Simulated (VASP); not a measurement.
Runs of VASP 6.6.1 on CdSe. It takes space group F-43m (No. 216, cubic). Conventional cell: a = 6.026 Å, b = 6.026 Å, c = 6.026 Å, α = 90.00°, β = 90.00°, γ = 90.00°. Cd (site symmetry -43m) is surrounded by 4 Se at 2.61 Å. Se (site symmetry -43m) has 4 Cd at 2.61 Å as nearest neighbours. Measurements of this composition are mostly on another form, of space group No. 186.

```csv
cell,k mesh,smearing,gap on the mesh (eV),pressure (GPa)
"F-43m, 27.35 Å³/atom",10 × 10 × 10,gaussian 0.02 eV,(a),1.9
"F-43m, 30.06 Å³/atom",6 × 6 × 6,gaussian 0.05 eV,(b),-2.7
"F-43m, 28.08 Å³/atom",6 × 6 × 6,gaussian 0.05 eV,0.48,0.4
"F-43m, 28.41 Å³/atom",10 × 10 × 10,gaussian 0.02 eV,0.46,-0.2
```

Alike in all rows: task single point; level PBEsol; potentials or basis VASP PAW PBE potentials, release 64 (Cd, Se); no spin polarisation; cutoff (eV) 520.

**Question.** Estimate the missing entries.

**Answer.** (a) 0.54; (b) 0.35.

Caveats: the PAW data sets were made with another functional, which shifts forces and pressure a little.

A k mesh can miss the band edges, and the runs leave out spin-orbit coupling on Cd, Se.
